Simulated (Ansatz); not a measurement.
What a trial cell of Si relaxes into

Theory: DFT PBE, scalar-relativistic, plane waves, PAW in Ansatz. Cutoff 420 eV, Γ-centred k mesh, Gaussian smearing, no spin polarisation in the final step.

The start puts Si on the iodine structure type (Cmce, No. 64), at a guessed volume.

```
CELL_PARAMETERS angstrom
2.87423 -1.89965 0.00000
2.87423 1.89965 0.00000
0.00000 0.00000 7.74914
ATOMIC_POSITIONS crystal
Si 0.85000 0.15000 0.11700
Si 0.65000 0.35000 0.61700
Si 0.15000 0.85000 0.88300
Si 0.35000 0.65000 0.38300
```

Cell and atoms relax at zero pressure; the relaxation can't lower the symmetry of the start. After a coarse first stage the cell is made exact in the group found at 0.06 Å.

Energies count from the standard state of Si at the same level.

Q: Which crystal results?

A: It ends in Fmmm (No. 69). Conventional cell: a = 3.278 Å, b = 4.144 Å, c = 4.294 Å. Around Si lie 8 Si at 2.64–2.70 Å, 4 Si at 2.98 Å and 2 Si at 3.28 Å.

```cif
data_structure
_symmetry_space_group_name_H-M 'Fmmm'
_symmetry_Int_Tables_number 69
_cell_length_a 3.2780
_cell_length_b 4.1440
_cell_length_c 4.2942
_cell_angle_alpha 90.000
_cell_angle_beta 90.000
_cell_angle_gamma 90.000
_cell_volume 58.33
loop_
_atom_site_label
_atom_site_type_symbol
_atom_site_symmetry_multiplicity
_atom_site_Wyckoff_symbol
_atom_site_fract_x
_atom_site_fract_y
_atom_site_fract_z
_atom_site_occupancy
Si1 Si 4 b 0.50000 0.00000 0.00000 1
```

Q: What are its volume, energy, density and gap?

A: The volume per atom is 14.58 Å³ and the density is 3.20 g/cm³. The energy over the standard structure is 0.51 eV/atom. The gap on the 24×24×24 mesh is 0 eV (a metal).

The final run used a 24×24×24 mesh on its 1-atom cell and 0.10 eV smearing. For metals, differences of a few meV/atom aren't resolved. Symmetry constrained the relaxation, so the result can be a saddle point.